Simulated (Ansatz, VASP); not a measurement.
One calculation of GaAs, two programs

INCAR

```
SYSTEM = GaAs
PREC     = Accurate       ! precision mode
ENCUT    = 520            ! plane-wave cutoff, eV
EDIFF    = 1E-6           ! SCF threshold, eV
ISMEAR   = 0              ! smearing method
SIGMA    = 0.01           ! smearing width, eV
LREAL    = .FALSE.        ! projectors in reciprocal space
LASPH    = .TRUE.         ! aspherical terms in the spheres
NELM     = 80             ! most SCF steps
ALGO     = Normal         ! electronic algorithm
ISIF     = 2              ! what is computed and relaxed
LWAVE    = .FALSE.        ! write WAVECAR
LCHARG   = .FALSE.        ! write CHGCAR
GGA      = PE             ! functional
NBANDS   = 16             ! bands
```

The input KPOINTS:

```
regular mesh
0
G
  10 10 10
  0 0 0
```

File POSCAR:

```
GaAs
1.0
    0.0000000000      2.8724896906      2.8724896906
    2.8724896906      0.0000000000      2.8724896906
    2.8724896906      2.8724896906      0.0000000000
Ga As
1 1
Direct
    0.7500000000      0.7500000000      0.7500000000
    0.5000000000      0.5000000000      0.5000000000
```

Input for Ansatz:

```yaml
crystal:
  lattice:
    - [0.0, 2.8724896906, 2.8724896906]
    - [2.8724896906, 0.0, 2.8724896906]
    - [2.8724896906, 2.8724896906, 0.0]
  atoms:
    - { symbol: Ga, position: [0.75, 0.75, 0.75] }
    - { symbol: As, position: [0.5, 0.5, 0.5] }
basis:
  ecutwfc: 420
kpoints:
  mp_grid: { grid: [10, 10, 10] }
  band_path: { path: [VBM, CBM], npoints: 2 }
hamiltonian:
  xc: pbe
scf:
  occupations: { method: gaussian, width: 0.01 }
output:
  forces: false
  stress: false
  eigenvalues: true
checkpoint:
  read: start.run
  write: ck
  compress: false
  write_wavefunctions: false
  write_every: 100000
```

The cell was built by a generator and needn't be a form met in nature.

Alike in both runs: task single point; functional PBE; k mesh 10 × 10 × 10; occupations gaussian, width 0.01 eV; no spin polarisation.

```csv
,VASP,Ansatz
version,VASP 6.6.1,Ansatz 0.2.0
potentials or method,"VASP PAW PBE potentials, release 64 (Ga_d, As)","scalar-relativistic, plane waves, PAW"
plane-wave cutoff (eV),520,420
valence electrons in the cell,18,28
```

|  | VASP | Ansatz | Ansatz less VASP |
| --- | --- | --- | --- |
| gap on the k mesh at the Fermi level (eV) | 0.16 | 0.16 | -0.003 |
| least direct gap on the mesh (eV) | 0.16 | 0.16 | -0.003 |

The two sets of potentials don't hold the same shells in valence.
